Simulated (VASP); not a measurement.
# ScAl3N4 (Pm) in VASP: further runs, part 2 of 2

VASP 6.6.1. Earlier steps stand in the parts before.

**3. Dielectric tensor, PBEsol**

Contents of INCAR:

```
PREC = Accurate
ENCUT = 600
EDIFF = 1E-8
ISMEAR = 0
SIGMA = 0.03
LREAL = F
LASPH = T
NELM = 80
ALGO = Normal
ISIF = 2
LWAVE = F
LCHARG = F
GGA = PS
LEPSILON = T
KPAR = 4
```

Contents of KPOINTS:

```
Automatic mesh
0
Monkhorst-Pack
  12 8 6
```

Contents of POSCAR:

```
ScAl3N4                                 
1.0
    1.6025571103      2.7757103298     -0.0000000000
   -0.0123377946      0.0071232290      5.0288586517
    4.8627072612     -2.8074853447     -0.0153464305
  Sc              Al              N             
     1     3     4
Direct
     0.5000000000000000    0.9879131367462323    0.8344810089354132
     0.0000000000000000    0.9964275105462517    0.3335031533711274
     0.5000000000000000    0.4983886592472178    0.1730695081890035
     1.0000000000000000    0.4996175140080391    0.6596241370030069
     0.5000000000000000    0.4115162297680984    0.8352220979597721
     0.0000000000000000    0.3774024715969390    0.3321420786320191
     0.4999999999999787    0.8758100892534669    0.1882060881005912
     0.0000000000000213    0.8729243888337650    0.6437519278090523
```

Potentials or basis: VASP PAW PBE potentials, release 64 (Sc_sv, Al, N).

Started as:

```sh
> cat potpaw_PBE.64/Sc_sv/POTCAR potpaw_PBE.64/Al/POTCAR potpaw_PBE.64/N/POTCAR > POTCAR
> mpirun -np 4 vasp_std > vasp.out
```

OUTCAR:

```text
PREC = Accurate
   ENCUT = 600
   EDIFF = 1E-8
   ISMEAR = 0
   LREAL = F
   LASPH = T
   NELM = 80
   ISIF = 2
   GGA = PS
   LEPSILON = T

 ion  position               nearest neighbor table
   1  0.500  0.988  0.834-   8 2.01   8 2.01   7 2.07   5 2.13   4 3.09   4 3.09   3 3.12   3 3.19
                             4 3.19   4 3.19   2 3.23   2 3.23   2 3.24   2 3.24
   2  0.000  0.996  0.334-   8 1.85   7 1.90   7 1.90   6 1.92   3 3.10   3 3.10   4 3.11   4 3.12
                             3 3.13   3 3.13   1 3.23   1 3.23   1 3.24   1 3.24
   3  0.500  0.498  0.173-   7 1.90   6 1.93   6 1.93   5 1.94   2 3.10   2 3.10   1 3.12   2 3.13
                             2 3.13   4 3.17   4 3.17   1 3.19   4 3.30   4 3.30
   4  0.000  0.500  0.660-   8 1.88   5 1.93   5 1.93   6 1.94   1 3.09   1 3.09   2 3.11   2 3.12
                             3 3.17   3 3.17   1 3.19   1 3.19   3 3.30   3 3.30
   5  0.500  0.412  0.835-   4 1.93   4 1.93   3 1.94   1 2.13
   6  0.000  0.377  0.332-   2 1.92   3 1.93   3 1.93   4 1.94
   7  0.500  0.876  0.188-   2 1.90   2 1.90   3 1.90   1 2.07
   8  0.000  0.873  0.644-   2 1.85   4 1.88   1 2.01   1 2.01

  LATTYP: Found a simple monoclinic cell.
 ALAT       =     5.0288788313
 B/A-ratio  =     0.6373417061
 C/A-ratio  =     1.1165494043
 COS(beta)  =    -0.0055660250

  Lattice vectors:

 A1 = (  -0.0123377946,   0.0071232290,   5.0288586517)
 A2 = (  -1.6025571103,  -2.7757103298,   0.0000000000)
 A3 = (   4.8627072612,  -2.8074853447,  -0.0153464305)

Analysis of symmetry for initial positions (statically):
=====================================================================
 Subroutine PRICEL returns:
 Original cell was already a primitive cell.

 Routine SETGRP: Setting up the symmetry group for a
 simple monoclinic supercell.

 Subroutine GETGRP returns: Found  2 space group operations
 (whereof  2 operations were pure point group operations)
 out of a pool of  4 trial point group operations.

The static configuration has the point symmetry C_1h.

Analysis of symmetry for dynamics (positions and initial velocities):
=====================================================================
 Subroutine PRICEL returns:
 Original cell was already a primitive cell.

 Routine SETGRP: Setting up the symmetry group for a
 simple monoclinic supercell.

[... 898 lines left out ...]

 Free energy of the ion-electron system (eV)
  ---------------------------------------------------
  ---------------------------------------------------
  free energy    TOTEN  =        -1.16969958 eV

  energy without entropy =       -1.16969958

------------------------ aborting loop because EDIFF is reached ----------------------------------------

 PIEZOELECTRIC TENSOR FIELD DIRECTION 3  (e Angst)
 -----------------------------------------------------------------------------
     1.52167  0.04362  0.01147           ( -0.16274  0.00618 -0.00426)
     0.04362  1.57204 -0.00662           (  0.00618 -0.15560  0.00246)
     0.01146 -0.00662 -2.39468           ( -0.00426  0.00246  0.12465)

 PIEZOELECTRIC TENSOR FIELD DIRECTION 3  (C/m^2)
 -----------------------------------------------------------------------------
     0.26939  0.00772  0.00203
     0.00772  0.27830 -0.00117
     0.00203 -0.00117 -0.42394

 MACROSCOPIC STATIC DIELECTRIC TENSOR (including local field effects in DFT)
 ------------------------------------------------------
           5.217744     0.017804     0.058943
           0.017804     5.238303    -0.034031
           0.058828    -0.033964     5.354626
 ------------------------------------------------------

 PIEZOELECTRIC TENSOR (including local field effects)  for field in x, y, z        (e  Angst)
          XX          YY          ZZ          XY          YZ          ZX
  --------------------------------------------------------------------------------
  x    -0.02791    -0.10695    -0.23301     0.51032     0.01368     1.89636
  y     0.59489    -0.51702     0.13453     0.03952     1.91217     0.01368
  z     1.52167     1.57204    -2.39468     0.04362    -0.00662     0.01147

 PIEZOELECTRIC TENSOR (including local field effects)  for field in x, y, z        (C/m^2)
          XX          YY          ZZ          XY          YZ          ZX
  --------------------------------------------------------------------------------
  x    -0.00494    -0.01893    -0.04125     0.09034     0.00242     0.33572
  y     0.10531    -0.09153     0.02382     0.00700     0.33852     0.00242
  z     0.26939     0.27830    -0.42394     0.00772    -0.00117     0.00203

 BORN EFFECTIVE CHARGES (including local field effects) (in |e|, cummulative output)
 ---------------------------------------------------------------------------------
 ion    1
    1     2.92119     0.12362     0.06891
    2     0.12362     3.06393    -0.03979
    3     0.09408    -0.05432     3.14695
 ion    2
    1     2.77753    -0.10916     0.00091
    2    -0.10916     2.65148    -0.00053
    3     0.02167    -0.01251     2.58220
 ion    3
    1     2.54970    -0.02614    -0.10252
    2    -0.02614     2.51951     0.05919
    3     0.10554    -0.06094     2.72056
 ion    4
    1     2.55798     0.01043     0.11953
    2     0.01043     2.57003    -0.06901
    3    -0.12276     0.07088     2.76858
 ion    5
    1    -2.46046    -0.02752    -0.05300
    2    -0.02752    -2.49223     0.03060
    3     0.01544    -0.00892    -3.17428
 ion    6
    1    -2.60481     0.04272     0.01709
    2     0.04272    -2.55548    -0.00987
    3    -0.03642     0.02103    -2.69469
 ion    7
    1    -2.86827     0.18505     0.02081
    2     0.18505    -2.65458    -0.01201
    3    -0.02698     0.01558    -2.66891
 ion    8
    1    -2.87287    -0.19901    -0.07174
    2    -0.19901    -3.10266     0.04142
    3    -0.05058     0.02920    -2.68041
```

OSZICAR:

```text
N       E                     dE             d eps       ncg     rms          rms(c)
[... 13 lines left out ...]
RMM:   8    -0.116944432194E+01   -0.18131E-03   -0.84057E-05 14092   0.477E-02    0.415E-03
RMM:   9    -0.116967711598E+01   -0.23279E-03    0.19677E-05 14418   0.184E-02    0.180E-03
RMM:  10    -0.116966229663E+01    0.14819E-04    0.94649E-06 14559   0.807E-03    0.636E-04
RMM:  11    -0.116969806309E+01   -0.35766E-04    0.81745E-06 14095   0.413E-03    0.277E-04
RMM:  12    -0.116970060208E+01   -0.25390E-05    0.10974E-05 14554   0.265E-03    0.124E-04
RMM:  13    -0.116969923785E+01    0.13642E-05    0.10311E-05 14499   0.227E-03    0.546E-05
RMM:  14    -0.116969971513E+01   -0.47727E-06    0.93368E-06 13834   0.214E-03    0.217E-05
RMM:  15    -0.116969957687E+01    0.13826E-06    0.67977E-06 13240   0.212E-03    0.797E-06
```

It took 18 min on 4 MPI ranks of Intel Xeon 6975P-C (Granite Rapids), shared host; peak memory 1.7 GiB.

What came out:

| Quantity | Value |
| --- | --- |
| Electronic dielectric tensor (diagonal) | 5.22, 5.24, 5.35 |
| Born charges (mean of the diagonal) | Sc +3.04; Al +2.67, +2.60, +2.63; N -2.71, -2.62, -2.73, -2.89 e |

Electronic dielectric tensor:
```
 5.22  0.02  0.06
 0.02  5.24 -0.03
 0.06 -0.03  5.35
```

Born effective charge tensors (e):
atom 1, Sc
```
 2.92  0.12  0.07
 0.12  3.06 -0.04
 0.09 -0.05  3.15
```
atom 2, Al
```
 2.78 -0.11  0.00
-0.11  2.65  0.00
 0.02 -0.01  2.58
```
atom 3, Al
```
 2.55 -0.03 -0.10
-0.03  2.52  0.06
 0.11 -0.06  2.72
```
atom 4, Al
```
 2.56  0.01  0.12
 0.01  2.57 -0.07
-0.12  0.07  2.77
```
atom 5, N
```
-2.46 -0.03 -0.05
-0.03 -2.49  0.03
 0.02 -0.01 -3.17
```
atom 6, N
```
-2.60  0.04  0.02
 0.04 -2.56 -0.01
-0.04  0.02 -2.69
```
atom 7, N
```
-2.87  0.19  0.02
 0.19 -2.65 -0.01
-0.03  0.02 -2.67
```
atom 8, N
```
-2.87 -0.20 -0.07
-0.20 -3.10  0.04
-0.05  0.03 -2.68
```
